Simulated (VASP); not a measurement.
# VSi₂: electric field gradients, by functional and GGA

VSi₂, P6_222 (no. 180), 9 atoms in the cell.

| Functional | GGA | LASPH | Vzz of the first element (V/Å²) | Vzz of the second element (V/Å²) | Time (s) |
|---|---|---|---|---|---|
| LDA | CA | T | -21.52 | -20.90 | 56 |
| PBE | PE | T | -21.03 | -20.26 | 70 |
| PBEsol | PS | T | -21.03 | -20.07 | 62 |
| RPBE | RP | T | -20.98 | -20.00 | 60 |
| r2SCAN | default | T | -22.33 | -20.28 | 123 |
| SCAN | default | T | -20.95 | -20.03 | 260 |
| PBE | PE | F | -21.15 | -20.30 | 84 |

## Input of the first row

INCAR:
```
GGA      = CA             # functional
PREC     = Accurate       # precision mode
ENCUT    = 400            # plane-wave cutoff, eV
EDIFF    = 1E-7           # SCF threshold, eV
LREAL    = F              # projectors in reciprocal space
LASPH    = T              # aspherical terms in the spheres
ALGO     = Normal         # electronic algorithm
NELM     = 120            # most SCF steps
LWAVE    = F              # write WAVECAR
LCHARG   = F              # write CHGCAR
ISMEAR   = 0              # smearing method
SIGMA    = 0.02           # smearing width, eV
ISPIN    = 2              # spin polarisation
MAGMOM   = 2 2 2 0 0 0 0 0 0 # initial moments
LORBIT   = 11             # projections on sites
LMAXMIX  = 4              # l up to which the mixer works
KPAR     = 4            
LEFG     = T            
QUAD_EFG = -52 0         
```

KPOINTS:
```
k-points
0
Gamma
  6 6 4
```

POSCAR:
```
VSi2
1.0
    4.5347995798      0.0000000000      0.0000000000
   -2.2673997899      3.9272516372      0.0000000000
    0.0000000000      0.0000000000      6.3189006300
V Si
3 6
Direct
    0.5000000000      0.0000000000      0.5000000000
    0.5000000000      0.5000000000      0.8333333333
    0.0000000000      0.5000000000      0.1666666667
    0.3249864500      0.1624932250      0.1666666667
    0.8375067750      0.1624932250      0.8333333333
    0.1624932250      0.3249864500      0.5000000000
    0.6750135500      0.8375067750      0.1666666667
    0.1624932250      0.8375067750      0.8333333333
    0.8375067750      0.6750135500      0.5000000000
```

Commands:
```
cat potpaw_LDA.64/V_sv/POTCAR potpaw_LDA.64/Si/POTCAR > POTCAR
mpirun -np 4 vasp_std > vasp.out
```

Changes of the last row against the first:
```
- GGA = CA
- LASPH = True
+ GGA = PE
+ LASPH = False
- cat potpaw_LDA.64/V_sv/POTCAR potpaw_LDA.64/Si/POTCAR > POTCAR
+ cat potpaw_PBE.64/V_sv/POTCAR potpaw_PBE.64/Si/POTCAR > POTCAR
```

VASP 6.6.1 took 56 s on 4 cores (Intel Xeon Platinum 8488C (Sapphire Rapids)), a shared host.
